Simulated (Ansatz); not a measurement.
Crystal: Fe.

```
Fe
1.0
    -1.44300    1.44300    1.44300
     1.44300   -1.44300    1.44300
     1.44300    1.44300   -1.44300
Fe
1
Direct
  0.00000 0.00000 0.00000
```

Base run:

| Quantity | Value |
| --- | --- |
| Program | Ansatz 0.2.0 |
| Functional | PBE |
| Potentials or basis | Ansatz PAW earlier set |
| Cutoff | 950 eV |
| Density cutoff | 3800 eV |
| k mesh | 13 × 13 × 13 |
| Occupations | fermi-dirac, width 0.05 eV |
| Spin | collinear spin, ferromagnetic start |
| Starting moments | [3.0] μB |

Its results: band gap on the k mesh none (metal or under the smearing width); pressure -9.7 GPa; net moment 2.24 μB per cell; site moments Fe +2.30 μB.

Q: The run is repeated on the same cell with these changes: potentials or basis from Ansatz PAW earlier set to SPMS NC; cutoff from 950 eV to 871 eV; density cutoff from 3800 eV to 3483 eV. What comes out?

A: Band gap on the k mesh none (metal or under the smearing width); pressure -5.7 GPa; net moment 2.40 μB per cell; site moments Fe +2.46 μB.

Not every run made on this cell is shown here.
